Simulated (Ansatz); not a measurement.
**GaSb in Ansatz: the effect of functional**

The system is GaSb.

```xyz
2
Lattice="0.0000 3.0590 3.0590 3.0590 0.0000 3.0590 3.0590 3.0590 0.0000" Properties=species:S:1:pos:R:3 pbc="T T T"
Sb    4.5885    4.5885    4.5885
Ga    0.0000    0.0000    0.0000
```

Alike in all runs:

| Quantity | Value |
| --- | --- |
| Program | Ansatz 0.2.0 |
| Task | single point |
| Potentials or basis | all-electron PAW datasets made for the crystal |
| k mesh | 6 × 6 × 6 |
| Occupations | fermi-dirac, width 0.05 eV |
| Spin | no spin polarisation |

| functional | cutoff | gap on the mesh (eV) | pressure (GPa) |
| --- | --- | --- | --- |
| PBEsol | 260 eV (chosen from the basis error) | none | -0.1 |
| HSE06 | 290 eV (chosen from the basis error) | 0.84 | 0.6 |
| PBE0 | 290 eV (chosen from the basis error) | ? | ? |

**Question.** What does the run with functional PBE0 give?

**Answer.** gap on the mesh 1.40 eV; pressure 0.4 GPa.

Caveats: spin-orbit coupling is left out, which moves the levels of the heavy elements (some runs); the k mesh is thin for a metal, which can move the energy by tens of meV per atom (some runs); the program warned that the printed levels may be off, so bands, gaps and densities of states are rough (some runs).

A k mesh can miss the band edges.

A gap of «none» marks a metal or a gap under the smearing width.
